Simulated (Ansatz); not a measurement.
# Os (P6_3/mmc) in Ansatz: notebook

Runs on Os. Level: PBEsol+D3(BJ). Tasks: single point, equation of state.

All numbers are computed with Ansatz 0.2.0; they aren't measurements. Logs are shortened: lines on timing, memory, paths and dates and some standing lists are left out, and cuts for length are marked.

### 1 The crystal as given

The structure is hexagonal, space group P6_3/mmc (No. 194). The conventional cell has a = 2.734 Å, b = 2.734 Å, c = 4.320 Å, α = 90.00°, β = 90.00°, γ = 120.00°. Os (site symmetry -6m2) is surrounded by 12 Os at 2.68 to 2.73 Å.

### 2 Single point, PBEsol+D3(BJ), 13.14 Å³/atom (volume scaled by 0.94)

File input.yaml:

```yaml
crystal:
  lattice:
    - [2.6782863798, 0.0, 0.0]
    - [-1.3391431899, 2.3194640436, 0.0]
    - [0.0, 0.0, 4.2315181138]
  atoms:
    - { symbol: Os, position: [0.6666666667, 0.3333333333, 0.75] }
    - { symbol: Os, position: [0.3333333333, 0.6666666667, 0.25] }
hamiltonian:
  xc: pbesol
  pseudopotentials: { kind: paw }
  dispersion: d3bj
kpoints:
  mp_grid: { grid: [11, 11, 6] }
scf:
  occupations: { method: fermi_dirac, width: 0.05 }
output:
  forces: true
  stress: true
  eigenvalues: true
```

Potentials or basis: Ansatz PAW.

Run with:

```sh
> ansatz run input.yaml --threads 2 --pin off --max-ram 5120MiB --backend cpu --events-out ev --progress --plain --runs-dir out
```

Log:

```text
Warning: RAYON_NUM_THREADS=2 ignored (pool sized by the plan → 2); use --threads N
Engine: ansatz 0.2.0, aarch64-unknown-linux-gnu
Pseudopotentials: kind: paw
Pseudopotential: Os, paw, valence charge 16, recommended cutoff 420 eV (normal), Os.paw.azcp
Functional definition: PBEsol
  exchange = pbesol_x
  correlation = pbesol_c
Crystal: 2 atoms, lattice volume = 26.287 Å³
Basis set: ecut = 420 eV, 537 PW (Γ), exchange–correlation on 36×36×60 points (8 copies of the dense FFT grid, shifted against one another)
Bands: 20, of which v1, the nominal top of the filled ones, is band 16 counted from 1 (15 counted from 0)
Symmetry: 24 space group operations
Space group: P63/mmc (ITA 194), of the structure as read, at distance tolerance 3.0e-5 Å
k-points: 64 of 726
Non-local potential: Os, projectors of the file, l = 0: 3, l = 1: 2, l = 2: 2, l = 3: 1
PAW form: soft (Blöchl's): semilocal exchange-correlation on the pseudo side does not see the compensation charge
PAW frozen core: Os, regenerated for the run's functional, and the local potential with it (the file was generated under x = pbe(κ = 0.804, μ = 0.2195149727645171), c = pbe(β = 0.06672455060314922))
PAW one-centre angular grid: Os, 590 points (default); XC on 64 Gauss nodes
Initial density: superposition of atomic densities (neutral atoms: chi_scale 0, normalization atom), corrected by the library's trained network
Initial wavefunctions: pseudopotential atomic-orbital guess
Functional: x = pbesol(κ = 0.804, μ = 0.12345679012345678), c = pbesol(β = 0.046)
SCF iter   1: F=—  HF=-22503.410708 eV  |F-HF|=—  |Δ(HF+E_count)|=         —  Δρ=1.09e-2  dr2=1.32e-2  ethr=1.77e-3  ⟨swp⟩=5.0  Hψ=5078  notcnv=0
preconditioner: auto → none  [metal: Δε(μ)=0.050 eV  Ē_g=7.476 eV  σ=0.050 eV  W_gap=0.24  n_scr=8 (ndim 8)  ℏωp=29.0 eV  f_vac=0.000  D(μ)=1.34/eV (n_scr^D=10)  sad-step TF]
SCF iter   2: F=—  HF=-22503.410260 eV  |F-HF|=—  |Δ(HF+E_count)|=   4.49e-4  Δρ=6.14e-3  dr2=4.05e-3  ethr=4.11e-5  ⟨swp⟩=1.3  Hψ=1914  notcnv=0
SCF iter   3: F=—  HF=-22503.410109 eV  |F-HF|=—  |Δ(HF+E_count)|=   1.50e-4  Δρ=3.12e-4  dr2=1.65e-5  ethr=1.27e-5  ⟨swp⟩=2.0  Hψ=1781  notcnv=0
SCF iter   4: F=—  HF=-22503.410112 eV  |F-HF|=—  |Δ(HF+E_count)|=   2.98e-6  Δρ=6.07e-5  dr2=6.54e-7  ethr=5.17e-8  ⟨swp⟩=2.8  Hψ=2315  notcnv=0
iter 5 did not close the SCF: its close was put off for the readings that it lacked (scf_convergence_deferred on its scf_iter line)
SCF iter   5: F=-22503.410112 eV  HF=-22503.410112 eV  |F-HF|=6.56e-9  |Δ(HF+E_count)|=   1.98e-7  Δρ=7.68e-6  dr2=1.14e-8  ethr=2.04e-9  ⟨swp⟩=2.9  Hψ=2202  notcnv=0
SCF iter   6: F=-22503.410112 eV  HF=-22503.410112 eV  |F-HF|=2.98e-10  |Δ(HF+E_count)|=   3.51e-9  Δρ=1.67e-6  dr2=4.73e-10  ethr=3.57e-11  ⟨swp⟩=2.2  Hψ=4157  notcnv=0
SCF 1 converged in 6 iterations: F = -22503.410112 eV  dr2 = 4.73e-10
SCF converged after 6 iterations
Free energy (F): -22503.410112 eV
Harris-Foulkes:  -22503.410112 eV  (|F-HF|=2.98e-10)
Internal energy: -22503.398206 eV  (E = F + TS)
E sigma→0 (E₀):  -22503.404159 eV
Entropy (-TS):   -0.011906 eV (-5.953 meV/atom)
Fermi energy:    27.783779 eV
--- Per-component energies (eV) ---
  E_band       = -77.884626
  E_kinetic    = 1130.804132
  E_local      = -1448.986264  (includes V_loc(G=0)·N_el)
  E_nonlocal   = 3.986932
  E_hartree    = 616.388955
  E_xc         = -533.115948
  E_vxc        = -571.026018  (∫ρ·V_xc dr)
  E_paw        = -17760.889150  (= ΣΔE_a)
  E_vpaw       = -425.440557  (= ΣTr[D̂ρ^β])
  E_aug_tail   = -0.000122  (compensation charges beyond the density's cutoff)
  E_ewald      = -4510.660414
  E_disp       = -1.422193  (pairwise vdW)
  E_core_change = 0.495866  (= ΣΔE_core)
  E_smearing   = -0.011906  (= −TS)
  E_closure    = 0.000000  (closes the sum)
  Σ components = -22503.410112   (vs F -22503.410112, Δ=0.00e0)
--- Forces (eV/Å), atoms counted from 1 ---
  atom   1  Os     0.00000000    -0.00000000     0.00000000
  atom   2  Os     0.00000000     0.00000000     0.00000000
  max |Σ_I F_I| component: 0.00e0 eV/Å
--- Stress (GPa, compression-positive) ---
       17.982645       0.000000       0.000000
        0.000000      17.982645       0.000000
        0.000000       0.000000      20.073516
  P = ⅓ Tr σ = 18.6796 GPa (186.796 kbar)
--- Band table (eV; the first three rows and the last of 64) ---
  k-point 0: bands = ["-58.8436", "-58.6888", "-19.0229", "-17.8515", "-17.8515", "-17.6333", "-17.6333", "-17.5730", "16.2984", "19.4080", "24.4709", "24.4709", "24.7570", "25.4091", "25.4091", "26.1259", "26.1259", "27.8733", "29.6950", "29.6950"]
  k-point 1: bands = ["-58.8333", "-58.6992", "-18.9319", "-17.8370", "-17.8370", "-17.6771", "-17.6480", "-17.6480", "16.6699", "19.4685", "24.2790", "24.2790", "24.5419", "25.1692", "25.1692", "26.6587", "26.6587", "26.7987", "29.7421", "29.7421"]
  k-point 2: bands = ["-58.8051", "-58.7277", "-18.6795", "-17.9559", "-17.7974", "-17.7974", "-17.6883", "-17.6883", "17.6691", "19.4630", "24.0821", "24.1251", "24.1251", "24.6761", "24.6761", "24.9451", "27.7474", "27.7474", "29.5742", "29.5742"]
  k-point 63: bands = ["-58.6799", "-58.6799", "-18.7435", "-18.7435", "-18.3568", "-18.3568", "-17.8285", "-17.8285", "21.2488", "21.2488", "22.5858", "22.5858", "24.1207", "24.1207", "26.4045", "26.4045", "29.7378", "29.7378", "36.0899", "36.0899"]
```

It took 0.8 s on 2 threads of Arm Neoverse V2, shared host; peak memory 0.29 GiB.

Results:

```yaml
Free_energy: -22503.4101 eV
Pressure: 18.7 GPa
Band_gap_on_the_k_mesh: none (metal or under the smearing width)
```

Caveat: pairwise dispersion overbinds metals, which lowers pressure and volume; the PAW data sets come from PBE, with cores solved anew for the run's functional, which leaves a small shift of forces and pressure.

### 3 Single point, PBEsol+D3(BJ), 13.42 Å³/atom (volume scaled by 0.96)

Changes to input.yaml since step 2:

```diff
@@ -2,5 +2,5 @@
   lattice:
-    - [2.6782863798, 0.0, 0.0]
-    - [-1.3391431899, 2.3194640436, 0.0]
-    - [0.0, 0.0, 4.2315181138]
+    - [2.697148173, 0.0, 0.0]
+    - [-1.3485740865, 2.3357988356, 0.0]
+    - [0.0, 0.0, 4.261318519]
   atoms:
```

Potentials or basis: Ansatz PAW.

Run with:

```sh
> ansatz run input.yaml --threads 2 --pin off --max-ram 5120MiB --backend cpu --events-out ev --progress --plain --runs-dir out
```

It took 0.8 s on 2 threads of Arm Neoverse V2, shared host; peak memory 0.3 GiB.

Results (log left out):

| Property | Result |
| --- | --- |
| Free energy | -22503.4560 eV |
| Pressure | 7.8 GPa |
| Band gap on the k mesh | none (metal or under the smearing width) |

Caveat: pairwise dispersion overbinds metals, which lowers pressure and volume; the PAW data sets come from PBE, with cores solved anew for the run's functional, which leaves a small shift of forces and pressure.

### 4 Single point, PBEsol+D3(BJ), 13.70 Å³/atom (volume scaled by 0.98)

Changes to input.yaml since step 3:

```diff
@@ -2,5 +2,5 @@
   lattice:
-    - [2.697148173, 0.0, 0.0]
-    - [-1.3485740865, 2.3357988356, 0.0]
-    - [0.0, 0.0, 4.261318519]
+    - [2.7157497827, 0.0, 0.0]
+    - [-1.3578748913, 2.3519083021, 0.0]
+    - [0.0, 0.0, 4.2907078513]
   atoms:
@@ -20 +20,5 @@
   eigenvalues: true
+  write_density: true
+  write_potential: true
+  elf: true
+  volumetric_format: npy
```

Run with:

```sh
> ansatz run input.yaml --threads 2 --pin off --max-ram 5120MiB --backend cpu --events-out ev --progress --plain --runs-dir out
```

It took 1.1 s on 2 threads of Arm Neoverse V2, shared host; peak memory 0.3 GiB.

The run converged. Its results:

```
Free energy            : -22503.4663 eV
Pressure               : -1.8 GPa
Band gap on the k mesh : none (metal or under the smearing width)
```

Caveat: pairwise dispersion overbinds metals, which lowers pressure and volume; the PAW data sets come from PBE, with cores solved anew for the run's functional, which leaves a small shift of forces and pressure.

### 5 Single point, PBEsol+D3(BJ), 13.98 Å³/atom

Changes to input.yaml since step 4:

```diff
@@ -2,5 +2,5 @@
   lattice:
-    - [2.7157497827, 0.0, 0.0]
-    - [-1.3578748913, 2.3519083021, 0.0]
-    - [0.0, 0.0, 4.2907078513]
+    - [2.7341, 0.0, 0.0]
+    - [-1.36705, 2.3678000565, 0.0]
+    - [0.0, 0.0, 4.3197]
   atoms:
```

Run with:

```sh
> ansatz run input.yaml --threads 2 --pin off --max-ram 5120MiB --backend cpu --events-out ev --progress --plain --runs-dir out
```

Wall time 1.1 s (2 threads of Arm Neoverse V2, shared host); peak memory 0.3 GiB.

Results (log left out):

```yaml
Free_energy: -22503.4447 eV
Pressure: -10.4 GPa
Band_gap_on_the_k_mesh: none (metal or under the smearing width)
```

Caveat: pairwise dispersion overbinds metals, which lowers pressure and volume; the PAW data sets come from PBE, with cores solved anew for the run's functional, which leaves a small shift of forces and pressure.

### 6 Single point, PBEsol+D3(BJ), 14.26 Å³/atom (volume scaled by 1.02)

Changes to input.yaml since step 5:

```diff
@@ -2,5 +2,5 @@
   lattice:
-    - [2.7341, 0.0, 0.0]
-    - [-1.36705, 2.3678000565, 0.0]
-    - [0.0, 0.0, 4.3197]
+    - [2.7522071502, 0.0, 0.0]
+    - [-1.3761035751, 2.3834813086, 0.0]
+    - [0.0, 0.0, 4.3483081185]
   atoms:
@@ -20,5 +20 @@
   eigenvalues: true
-  write_density: true
-  write_potential: true
-  elf: true
-  volumetric_format: npy
```

Potentials or basis: Ansatz PAW.

Run with:

```sh
> ansatz run input.yaml --threads 2 --pin off --max-ram 5120MiB --backend cpu --events-out ev --progress --plain --runs-dir out
```

Run time: 0.8 s. Hardware: 2 threads of Arm Neoverse V2, shared host; peak memory 0.3 GiB.

The run converged. Its results:

```yaml
Free_energy: -22503.3950 eV
Pressure: -18.0 GPa
Band_gap_on_the_k_mesh: none (metal or under the smearing width)
```

Caveat: pairwise dispersion overbinds metals, which lowers pressure and volume; the PAW data sets come from PBE, with cores solved anew for the run's functional, which leaves a small shift of forces and pressure.

### 7 Single point, PBEsol+D3(BJ), 14.54 Å³/atom (volume scaled by 1.04)

Changes to input.yaml since step 6:

```diff
@@ -2,5 +2,5 @@
   lattice:
-    - [2.7522071502, 0.0, 0.0]
-    - [-1.3761035751, 2.3834813086, 0.0]
-    - [0.0, 0.0, 4.3483081185]
+    - [2.770079126, 0.0, 0.0]
+    - [-1.385039563, 2.3989588936, 0.0]
+    - [0.0, 0.0, 4.3765446767]
   atoms:
```

Run with:

```sh
> ansatz run input.yaml --threads 2 --pin off --max-ram 5120MiB --backend cpu --events-out ev --progress --plain --runs-dir out
```

It took 0.88 s on 2 threads of Arm Neoverse V2, shared host; peak memory 0.3 GiB.

The run converged. Its results:

```
Free energy            : -22503.3202 eV
Pressure               : -24.7 GPa
Band gap on the k mesh : none (metal or under the smearing width)
```

Caveat: pairwise dispersion overbinds metals, which lowers pressure and volume; the PAW data sets come from PBE, with cores solved anew for the run's functional, which leaves a small shift of forces and pressure.

### 8 Single point, PBEsol+D3(BJ), 14.82 Å³/atom (volume scaled by 1.06)

Changes to input.yaml since step 7:

```diff
@@ -2,5 +2,5 @@
   lattice:
-    - [2.770079126, 0.0, 0.0]
-    - [-1.385039563, 2.3989588936, 0.0]
-    - [0.0, 0.0, 4.3765446767]
+    - [2.7877234178, 0.0, 0.0]
+    - [-1.3938617089, 2.4142392985, 0.0]
+    - [0.0, 0.0, 4.404421509]
   atoms:
```

Run with:

```sh
> ansatz run input.yaml --threads 2 --pin off --max-ram 5120MiB --backend cpu --events-out ev --progress --plain --runs-dir out
```

Wall time 0.88 s (2 threads of Arm Neoverse V2, shared host); peak memory 0.3 GiB.

It converged, with:

```
Free energy            : -22503.2231 eV
Pressure               : -30.7 GPa
Band gap on the k mesh : none (metal or under the smearing width)
```

Caveat: pairwise dispersion overbinds metals, which lowers pressure and volume; the PAW data sets come from PBE, with cores solved anew for the run's functional, which leaves a small shift of forces and pressure.

### 9 Equation of state, PBEsol+D3(BJ)

Potentials or basis: Ansatz PAW.

This step only gathers the single runs of the series.

What came out:

```
Equilibrium volume                        : 13.65 Å³/atom
Bulk modulus at fixed shape and positions : 454 GPa
Pressure derivative of the bulk modulus   : 4.8
```

Energy against volume, from the lowest point:
```
volume (Å³/atom)  energy (meV/atom)
          13.143              28.07
          13.423               5.11
          13.703               0.00
          13.982              10.76
          14.262              35.64
          14.542              73.05
          14.821             121.57
```

Caveat: the cell was scaled at fixed shape and fractional positions, which overstates the stiffness of a crystal with free parameters, most of all of layers and chains.
